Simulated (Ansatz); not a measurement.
The system is Ge.

```xyz
4
Lattice="0.0000 2.8857 5.1157 2.6305 0.0000 5.1157 2.6305 2.8857 0.0000" Properties=species:S:1:pos:R:3 pbc="T T T"
Ge    2.6305    4.1929    5.1157
Ge    2.6305    1.5786    5.1157
Ge    2.6305    2.8857    2.2318
Ge    2.6305    2.8857    7.9995
```

This isn't the form of Ge at room conditions, which is diamond.

| Quantity | Value |
| --- | --- |
| Program | Ansatz 0.2.0 |
| Task | single point |
| Functional | PBEsol |
| Potentials or basis | all-electron LAPW, scalar-relativistic |
| Cutoff | 268 eV (chosen from the basis error) |
| Basis error allowed | 0.001 eV/atom |
| k mesh | 7 × 7 × 7 |
| Occupations | fermi-dirac, width 0.05 eV |
| Spin | no spin polarisation |

On this cell: pressure -3.5 GPa; largest force 0.043 eV/Å; band gap on the k mesh none (metal or under the smearing width).

The same run follows on a disturbed copy (atoms moved at random, drawn with an rms of 0.05 Å):

```
Ge
1.0
     0.00000    2.88574    5.11566
     2.63050    0.00000    5.11566
     2.63050    2.88574    0.00000
Ge
4
Direct
  0.73273 0.27100 0.72345
  0.29121 0.71628 0.26493
  0.22282 0.20828 0.78453
  0.78985 0.77446 0.21191
```

Problem. What changes?

Solution. The energy (extrapolated to zero smearing) moves by +2.0 meV/atom; pressure -3.3 GPa; largest force 0.182 eV/Å; band gap on the k mesh none (metal or under the smearing width).

Forces in eV/Å, atoms in the order of the input:
```
Ge  -0.140  0.002 -0.075
Ge   0.144  0.003 -0.101
Ge  -0.055 -0.023  0.172
Ge   0.051  0.017  0.003
```

Stress tensor (GPa, compression positive):
```
-4.06 -0.01  0.03
-0.01 -2.76 -0.15
 0.03 -0.15 -3.18
```
